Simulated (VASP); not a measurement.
# How a change of volume changes AlN (F-43m)

Strain engineering needs slopes: what does a change of volume do to the lattice and the band edges of AlN?

Program: VASP 6.6.1. Level of theory: LDA; plane waves and PAW (Al, N); cell typed or built by script, in the first sound run; inputs show where later runs differ. Results are calculated unless marked as measured.

## (1) Set-up

It takes space group F-43m (No. 216, cubic). Conventional cell: a = 4.380 Å, b = 4.380 Å, c = 4.380 Å, α = 90.00°, β = 90.00°, γ = 90.00°. Nearest to Al lie 4 N at 1.90 Å. N has 4 Al at 1.90 Å nearest. Farther neighbours and most contacts between anions are not listed.

Coordinates:

```xyz
2
Lattice="0.0000 2.1900 2.1900 2.1900 0.0000 2.1900 2.1900 2.1900 0.0000" Properties=species:S:1:pos:R:3 pbc="T T T"
Al    0.0000    0.0000    0.0000
N     1.0950    1.0950    1.0950
```

## (2) Relax the crystal, LDA

The series starts from the cell that this level prefers, so that zero strain is near zero stress.

This step took 2 runs in a row; the last is shown.

Level: LDA; plane waves and PAW (Al, N); cell typed or built by script.

The input, INCAR:

```
SYSTEM = AlN
PREC = Accurate
ENCUT = 600
EDIFF = 1E-07
NELM = 120
ISMEAR = 0
SIGMA = 0.02
LREAL = .FALSE.
ALGO = Normal
GGA = CA
NBANDS = 10
LASPH = .TRUE.
LORBIT = 11
LWAVE = .FALSE.
LCHARG = .FALSE.
KPAR = 16
IBRION = 2
NSW = 40
ISIF = 3
EDIFFG = -0.005
POTIM = 0.4
```

The input, POSCAR:

```
AlN
1.0
    0.0000000000      2.1729629977      2.1729629977
    2.1729629977      0.0000000000      2.1729629977
    2.1729629977      2.1729629977      0.0000000000
Al N
1 1
Direct
    0.0000000000      0.0000000000      0.0000000000
    0.2500000000      0.2500000000      0.2500000000
```

The input, KPOINTS:

```
Automatic mesh
0
Gamma
12 12 12
0 0 0
```

Potentials, in the order of the species: Al and N (LDA family, release 64).

Launch:

```bash
mpirun -np 16 vasp_std
```

What it wrote:

```text
[banner, memory and clock lines left out]
running   16 mpi-ranks, on    1 nodes
[...]
|                                                                             |
|           W    W    AA    RRRRR   N    N  II  N    N   GGGG   !!!           |
|           W    W   A  A   R    R  NN   N  II  NN   N  G    G  !!!           |
|           W    W  A    A  R    R  N N  N  II  N N  N  G       !!!           |
|           W WW W  AAAAAA  RRRRR   N  N N  II  N  N N  G  GGG   !            |
|           WW  WW  A    A  R   R   N   NN  II  N   NN  G    G                |
|           W    W  A    A  R    R  N    N  II  N    N   GGGG   !!!           |
|                                                                             |
|     For optimal performance we recommend to set                             |
|       NCORE = 2 up to number-of-cores-per-socket                            |
|     NCORE specifies how many cores store one orbital (NPAR=cpu/NCORE).      |
|     This setting can greatly improve the performance of VASP for DFT.       |
[...]
|     Unfortunately you need to use the default for GW and RPA                |
|     calculations (for HF NCORE is supported but not extensively tested      |
|     yet).                                                                   |
|                                                                             |

 LDA part: xc-table for (Slater(with rela. corr.)+CA(PZ))
 , standard interpolation
 POSCAR, INCAR and KPOINTS ok, starting setup
[...]
entering main loop
       N       E                     dE             d eps       ncg     rms          rms(c)
DAV:   1     0.121295161562E+02    0.12130E+02   -0.44324E+03  1456   0.769E+02
DAV:   2    -0.180827623717E+02   -0.30212E+02   -0.29360E+02  1794   0.139E+02
DAV:   3    -0.189339140754E+02   -0.85115E+00   -0.85003E+00  1774   0.232E+01
DAV:   4    -0.189373993829E+02   -0.34853E-02   -0.34851E-02  1628   0.172E+00
[...]
DAV:  10    -0.163761952242E+02   -0.19680E-04   -0.63420E-05  1566   0.609E-02    0.412E-02
DAV:  11    -0.163761938755E+02    0.13486E-05   -0.13174E-06  1622   0.881E-03    0.811E-03
DAV:  12    -0.163761938750E+02    0.55468E-09   -0.33902E-08   886   0.159E-03
   1 F= -.16376194E+02 E0= -.16376194E+02  d E =-.163762E+02
[...]
reached required accuracy - stopping structural energy minimisation
```

Elapsed: 4 s, on 16 MPI ranks of Intel Xeon Platinum 8488C (Sapphire Rapids), shared host; peak memory 2.3 GiB; 43 s of CPU time.

Lines that name or quote the potential files are left out of all logs, and their timing lines are given in words.

OUTCAR, selected parts (step 2):

```text
  Total        0.0012619      0.0012619      0.0012619      0.0000000      0.0000000      0.0000000
  in kB        0.0985223      0.0985223      0.0985223      0.0000000      0.0000000      0.0000000
  external PRESSURE =       0.0985223 kB  Pullay stress =       0.0000000 kB

 POSITION                                       TOTAL-FORCE (eV/Angst)
 -----------------------------------------------------------------------------------
      0.00000      0.00000      0.00000        -0.000000     -0.000000     -0.000000
      1.08648      1.08648      1.08648         0.000000      0.000000      0.000000
 -----------------------------------------------------------------------------------
    total drift:                               -0.000000     -0.000000     -0.000000

  FREE ENERGIE OF THE ION-ELECTRON SYSTEM (eV)
  ---------------------------------------------------
  free  energy   TOTEN  =       -16.3761938750 eV

  energy  without entropy=      -16.3761938750  energy(sigma->0) =      -16.37619387

 reached required accuracy - stopping structural energy minimisation

[... 3 further parts left out ...]
[key lines of the parts left out:]
E-fermi :   6.0464
```

Numbers from this step:

| Item | Value |
| --- | --- |
| energy(sigma→0) of the program | -16.3762 eV |
| stress, compression positive | xx, yy, zz 0.01, 0.01, 0.01 GPa |
| volume | 20.520 Å³ |
| ionic steps | 1 |

## (3) Relax at fixed volume, LDA

One member in full: the volume is scaled by 1.03, and the cell is held.

Level: LDA; plane waves and PAW (Al, N); cell typed or built by script.

INCAR: that of step 2 with these lines changed.

```diff
@@ -15,7 +15,8 @@
 LCHARG = .FALSE.
-KPAR = 16
+KPAR = 4
 IBRION = 2
 NSW = 40
-ISIF = 3
-EDIFFG = -0.005
+ISIF = 2
+EDIFFG = -0.004
 POTIM = 0.4
+MAXMIX = 40
```

The input, POSCAR:

```
AlN
1.0
    0.0000000000      2.1944788821      2.1944788821
    2.1944788821      0.0000000000      2.1944788821
    2.1944788821      2.1944788821      0.0000000000
Al N
1 1
Direct
    0.0000000000      0.0000000000      0.0000000000
    0.2500000000      0.2500000000      0.2500000000
```

KPOINTS is that of step 2.

Launch:

```bash
mpirun -np 4 vasp_std
```

What it wrote:

```text
[banner, memory and clock lines left out]
running    4 mpi-ranks, on    1 nodes
[...]
LDA part: xc-table for (Slater(with rela. corr.)+CA(PZ))
 , standard interpolation
 POSCAR, INCAR and KPOINTS ok, starting setup
[...]
entering main loop
       N       E                     dE             d eps       ncg     rms          rms(c)
DAV:   1     0.123993011140E+02    0.12399E+02   -0.43266E+03  1464   0.752E+02
DAV:   2    -0.178842070754E+02   -0.30284E+02   -0.29287E+02  1710   0.141E+02
DAV:   3    -0.188587840607E+02   -0.97458E+00   -0.97302E+00  1720   0.241E+01
DAV:   4    -0.188627371124E+02   -0.39531E-02   -0.39529E-02  1602   0.186E+00
[...]
DAV:  10    -0.163653075720E+02   -0.18756E-04   -0.76604E-05  1578   0.673E-02    0.420E-02
DAV:  11    -0.163653058623E+02    0.17097E-05   -0.14721E-06  1612   0.101E-02    0.909E-03
DAV:  12    -0.163653058481E+02    0.14138E-07   -0.40951E-08   906   0.179E-03
   1 F= -.16365306E+02 E0= -.16365306E+02  d E =-.163653E+02
[...]
reached required accuracy - stopping structural energy minimisation
```

Wall time 6.6 s (4 MPI ranks); peak memory 0.54 GiB; 21 s of CPU time.

OUTCAR, selected parts (step 3):

```text
  Total       -0.7777210     -0.7777210     -0.7777210      0.0000000      0.0000000      0.0000000
  in kB      -58.9535841    -58.9535841    -58.9535841      0.0000000      0.0000000      0.0000000
  external PRESSURE =     -58.9535841 kB  Pullay stress =       0.0000000 kB

 POSITION                                       TOTAL-FORCE (eV/Angst)
 -----------------------------------------------------------------------------------
      0.00000      0.00000      0.00000        -0.000000     -0.000000     -0.000000
      1.09724      1.09724      1.09724         0.000000      0.000000      0.000000
 -----------------------------------------------------------------------------------
    total drift:                               -0.000000     -0.000000     -0.000000

  FREE ENERGIE OF THE ION-ELECTRON SYSTEM (eV)
  ---------------------------------------------------
  free  energy   TOTEN  =       -16.3653058481 eV

  energy  without entropy=      -16.3653058481  energy(sigma->0) =      -16.36530585

[... 2 parts as in an earlier step ...]

[... 2 further parts left out ...]
[key lines of the parts left out:]
E-fermi :   5.7578
```

Numbers from this step:

```
energy(sigma→0) of the program : -16.3653 eV
stress, compression positive   : xx, yy, zz -5.90, -5.90, -5.90 GPa
ionic steps                    : 1
```

## (4) Band edges, HSE06

Short lines in KPOINTS_OPT sample the zone centre, for masses, and the other valleys.

Level: HSE06; plane waves and PAW (Al, N); cell typed or built by script.

The input, INCAR:

```
SYSTEM = AlN
PREC = Accurate
ENCUT = 600
EDIFF = 1E-06
NELM = 100
ISMEAR = 0
SIGMA = 0.02
LREAL = .FALSE.
ALGO = Normal
LHFCALC = .TRUE.
AEXX = 0.25
GGA = PE
HFSCREEN = 0.2
LASPH = .TRUE.
NBANDS = 9
PRECFOCK = Fast
LWAVE = .FALSE.
LCHARG = .FALSE.
KPAR = 4
```

POSCAR is that of step 3.

The input, KPOINTS:

```
Automatic mesh
0
Gamma
6 6 6
0 0 0
```

The input, KPOINTS_OPT:

```
Line mode
6
Line-mode
Reciprocal
  0.00000000   0.00000000   0.00000000
  0.01746311   0.01746311   0.00000000

  0.00000000   0.00000000   0.00000000
  0.00000000  -0.01746311  -0.01746311

  0.31000000   0.31000000   0.00000000
  0.50000000   0.50000000   0.00000000

  0.00000000   0.31000000   0.31000000
  0.00000000   0.50000000   0.50000000

  0.45000000   0.45000000   0.45000000
  0.50000000   0.50000000   0.50000000

  0.45000000   0.00000000   0.00000000
  0.50000000   0.00000000   0.00000000

  0.42500000   0.42500000   0.00000000
  0.42500000   0.44246311   0.01746311

  0.50000000   0.50000000   0.50000000
  0.48765172   0.51234828   0.50000000
```

Launch:

```bash
mpirun -np 4 vasp_std
```

What it wrote:

```text
[banner, memory and clock lines left out]
running    4 mpi-ranks, on    1 nodes
[...]
|                                                                             |
|               ----> ADVICE to this user running VASP <----                  |
|                                                                             |
|     You enforced a specific xc type in the INCAR file but a different       |
|     [... a line on the potential file left out ...]
|     I HOPE YOU KNOW WHAT YOU ARE DOING!                                     |
|                                                                             |

 LDA part: xc-table for (Slater+PW92), standard interpolation
 found WAVECAR, reading the header
 POSCAR, INCAR and KPOINTS ok, starting setup
[...]
reading WAVECAR
 the WAVECAR file was read successfully
 initial charge from wavefunction
 entering main loop
       N       E                     dE             d eps       ncg     rms          rms(c)
DAV:   1    -0.174602476375E+02   -0.17460E+02   -0.10424E+00   290   0.742E+00    0.923E+00
DAV:   2    -0.174609832333E+02   -0.73560E-03   -0.15588E-02   352   0.122E+00    0.599E+00
DAV:   3    -0.174591787427E+02    0.18045E-02   -0.47046E-03   303   0.398E-01    0.360E+00
DAV:   4    -0.174588093380E+02    0.36940E-03   -0.35208E-04   331   0.119E-01    0.212E+00
[...]
DAV:   8    -0.174585443309E+02    0.60872E-05   -0.22981E-06   265   0.137E-02    0.240E-01
DAV:   9    -0.174585423775E+02    0.19534E-05   -0.80384E-07   147   0.849E-03    0.141E-01
DAV:  10    -0.174585418724E+02    0.50500E-06   -0.27980E-07   147   0.570E-03
   1 F= -.17458542E+02 E0= -.17458542E+02  d E =-.125792E-16
 Start KPOINTS_OPT (optional k-point list driver)
k-point batch [1-16\48]
       N       E                     dE             ncg
DAV:   1     0.713664474941E+03   -0.66388E+03      288
DAV:   2     0.951435126585E+02   -0.61852E+03      400
DAV:   3     0.583439978710E+02   -0.36800E+02      328
DAV:   4     0.581253706288E+02   -0.21863E+00      380
DAV:   5     0.581243663870E+02   -0.10042E-02      356
DAV:   6     0.581243571149E+02   -0.92721E-05      412
DAV:   7     0.581243570141E+02   -0.10081E-06      332
[...]
k-point batch [33-48\48]
       N       E                     dE             ncg
DAV:   1     0.445149357770E+03   -0.56725E+04      288
DAV:   2    -0.519808131619E+02   -0.49713E+03      398
DAV:   3    -0.744943390632E+02   -0.22514E+02      313
DAV:   4    -0.746871652413E+02   -0.19283E+00      326
DAV:   5    -0.746886079148E+02   -0.14427E-02      351
DAV:   6    -0.746886250045E+02   -0.17090E-04      336
DAV:   7    -0.746886252962E+02   -0.29179E-06      297
```

Wall time 92 s (4 MPI ranks); peak memory 1 GiB; 5.1 min of CPU time.

Parts of OUTCAR (step 4):

```text
  LATTYP: Found a face centered cubic cell.
 ALAT       =     4.3889577642

 Subroutine GETGRP returns: Found 24 space group operations
 (whereof 24 operations were pure point group operations)

The static configuration has the point symmetry T_d .

 Found     16 irreducible k-points:

   k-points           NKPTS =     16   k-points in BZ     NKDIM =    216   number of bands    NBANDS=      9

   dimension x,y,z NGX =    28 NGY =   28 NGZ =   28
   dimension x,y,z NGXF=    56 NGYF=   56 NGZF=   56

   ENCUT  =  600.0 eV  44.10 Ry    6.64 a.u.   6.20  6.20  6.20*2*pi/ulx,y,z

   NELECT =       8.0000    total number of electrons

  exchange ACFDT corr.  =         0.00000000  see jH, gK, PRB 81, 115126

 E-fermi :   5.0170

 k-point     1 :       0.0000    0.0000    0.0000
  band No.  band energies     occupation
      1     -11.4886      2.00000
      2       4.9072      2.00000
      3       4.9072      2.00000
      4       4.9072      2.00000
      5      10.3377      0.00000
      6      18.9985      0.00000
      7      18.9985      0.00000
      8      18.9985      0.00000
      9      24.3532      0.00000

 k-point     2 :       0.1667    0.0000    0.0000
  band No.  band energies     occupation
      1     -11.0699      2.00000
      2       2.9451      2.00000
      3       4.7610      2.00000
      4       4.7610      2.00000
      5      11.8329      0.00000
      6      18.1043      0.00000
      7      19.1963      0.00000
      8      19.1963      0.00000
      9      22.4648      0.00000

 POSITION                                       TOTAL-FORCE (eV/Angst)
 -----------------------------------------------------------------------------------
      0.00000      0.00000      0.00000        -0.000000     -0.000000     -0.000000
      1.09724      1.09724      1.09724         0.000000      0.000000      0.000000
 -----------------------------------------------------------------------------------
    total drift:                                0.000002      0.000000      0.000001

  FREE ENERGIE OF THE ION-ELECTRON SYSTEM (eV)
  ---------------------------------------------------
  free  energy   TOTEN  =       -17.4585418724 eV

  energy  without entropy=      -17.4585418724  energy(sigma->0) =      -17.45854187

[... 1 part as in an earlier step ...]

[... 7 further parts left out ...]
```

This run gave:

```
energy(sigma→0) of the program : -17.4585 eV
```

(Part 1 of 2 ends here.)

[Lines on the potential files, build, host, timing and source positions are cut from VASP's logs without a mark.]

[Logs are printed without paths, hosts, clocks, repeated set-up lines and the standing remarks that a program may print on its own settings, such as how far it seeks lower states.]

[Hosts, paths, dates, database ids (printed as entryN), source tags and the programs' standing remarks are cut or masked in the printed files.]

[In band tables of VASP the shares of atoms and orbitals are scaled to a sum of 1 inside the atoms' spheres.]
